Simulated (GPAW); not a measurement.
Crystal: NaCl.

```
CELL_PARAMETERS angstrom
3.50219 0.00000 0.00000
0.00000 3.50219 0.00000
0.00000 0.00000 3.50219
ATOMIC_POSITIONS crystal
Cl 0.50000 0.50000 0.50000
Na 0.00000 0.00000 0.00000
```

Measurements of this composition are mostly on another form, of space group No. 225.

- Program: GPAW 26.7.0
- Task: relaxation of cell and atoms
- Functional: PBEsol
- Potentials or basis: PAW data sets generated in the run's folder for this functional
- Cutoff: 800 eV
- Basis: pw
- k mesh: 8 × 8 × 8
- Occupations: fermi-dirac, width 0.05 eV
- Spin: no spin polarisation

At the start: pressure -1.2 GPa; volume 21.48 Å³/atom.

Question: How do energy, volume and symmetry change on relaxing?

Answer: Over 7 steps the energy falls by 3.8 meV/atom and the volume is 20.57 Å³/atom (-4.2 %); space group Pm-3m (No. 221, to 0.05 Å).

The path:
| step | energy change (eV) | largest force (eV/Å) | pressure (GPa) | volume (Å³) |
| --- | --- | --- | --- | --- |
| 1 | 0.0000 | 0.0000 | -1.22 | 42.96 |
| 2 | -0.0008 | 0.0000 | -1.16 | 42.85 |
| 3 | -0.0021 | 0.0000 | -1.05 | 42.65 |
| 4 | -0.0039 | 0.0000 | -0.89 | 42.35 |
| 5 | -0.0056 | 0.0000 | -0.67 | 41.99 |
| 6 | -0.0069 | 0.0000 | -0.41 | 41.57 |
| 7 | -0.0076 | 0.0000 | -0.12 | 41.13 |

Final structure:
```xyz
2
Lattice="3.4519 0.0000 0.0000 0.0000 3.4519 0.0000 0.0000 0.0000 3.4519" Properties=species:S:1:pos:R:3 pbc="T T T"
Cl    1.7259    1.7259    1.7259
Na    0.0000    0.0000    0.0000
```

Caveat: later steps reuse the first step's grids.
